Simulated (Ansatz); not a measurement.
Reaction (formal exchange of groups at a C–O bond): `CCCCOCCCC` + `C=CCCCC` → `C=CCCCCCCCC` + `CCCCO`

Isolated molecules relaxed with PBE0-D4/def2-TZVP in Ansatz; ΔE leaves out vibrations. CCSD(T)/CBS is the MP2 limit (def2-TZVPP, def2-QZVPP) plus CCSD(T) − MP2 in def2-TZVPP, frozen cores. Functionals use def2-TZVPP. One conformer a species, not always the lowest.

| level | ΔE (kJ/mol) |
| --- | --- |
| ωB97X-V | -17.1 |
| PBE | -11.4 |
| r2SCAN | -12.7 |
| HF/def2-TZVPP | 1.9 |
| SCS-MP2/def2-TZVPP | -19.9 |
| MP2/def2-QZVPP | -27.1 |
| SCS-MP2/def2-QZVPP | -20.9 |
| CCSD/CBS(def2) | -20.3 |

What does CCSD(T)/CBS give? (Estimate.)

Ansatz gave: -22.3 kJ/mol. The listed levels differ from it by 5.2, 10.9, 9.6, 24.2, 2.4, -4.8, 1.4, 2.0 kJ/mol.

Largest T1 diagnostic among the species: 0.009.

In def2-TZVPP, CCSD(T) changes the Hartree–Fock value by −22.6 kJ/mol (the triples alone add −2.0 kJ/mol) and MP2 by −28.1 kJ/mol. The D4 term adds −10.7 kJ/mol with B3LYP and −7.1 kJ/mol with PBE0; it sums over pairs of atoms, weighted by their polarisabilities, and B3LYP, whose exchange is more repulsive, gets the larger term.

B3LYP here is the variant with VWN-RPA as its local correlation; programs differ in this.

CCSD(T)/CBS has its own doubt, a few kJ/mol and more with outer-core shells, so smaller differences from it don't rank the levels.
